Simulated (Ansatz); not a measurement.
## Effective masses and thermopower of BaSnO₃ under load (space group Cmmm)

```xyz
5
Lattice="4.1155 -0.0108 0.0000 -0.0108 4.1155 0.0000 0.0000 0.0000 4.1257" Properties=species:S:1:pos:R:3 pbc="T T T"
Ba     2.0523     2.0523     2.0628
Sn     0.0000     0.0000     0.0000
O     -0.0054     2.0577     0.0000
O      2.0577    -0.0054     0.0000
O      0.0000     0.0000     2.0628
```

The numbers are results of PBEsol with spin-orbit coupling, rigid bands (plane waves, PAW; Ansatz, a first-principles code), not measurements. Condition of this run: uniaxial stress along [110] of 1 GPa (compression positive) (the target of the relaxation). Cell: cell and atoms relaxed with PBEsol, then loaded as said.

```
Item                                                                                                                                                             Result
---------------------------------------------------------------------------------------------------------------------------------------  ------------------------------
band gap                                                                                                                                                        0.88 eV
electron conductivity mass (300 K, dilute)                                                                                                                     0.172 mₑ
hole conductivity mass (300 K, dilute)                                                                                                   1.87 (x), 1.87 (y), 2.0 (z) mₑ
effective density of states N_c (300 K)                                                                                                                     1.7e18 cm⁻³
effective density of states N_v (300 K)                                                                                                                     3.0e20 cm⁻³
density-of-states mass, electrons                                                                                                                              0.168 mₑ
density-of-states mass, holes                                                                                                                                    5.3 mₑ
Seebeck coefficient, n-type 1e19 cm⁻³, 300 K                                                                                                                  -101 μV/K
best n-type power factor at 300 K for τ = 10 fs (best axis; densities from 1e16 to 1e21 cm⁻³ tried, whether or not they can be reached)    1.59 μW/(cm·K²) at 1e19 cm⁻³
Seebeck coefficient, p-type 1e19 cm⁻³, 300 K                                                                                                                   532 μV/K
```

Rigid bands; masses and Seebeck coefficients take one relaxation time τ for all states and one kind of carrier; polarons and phonon drag are left out.
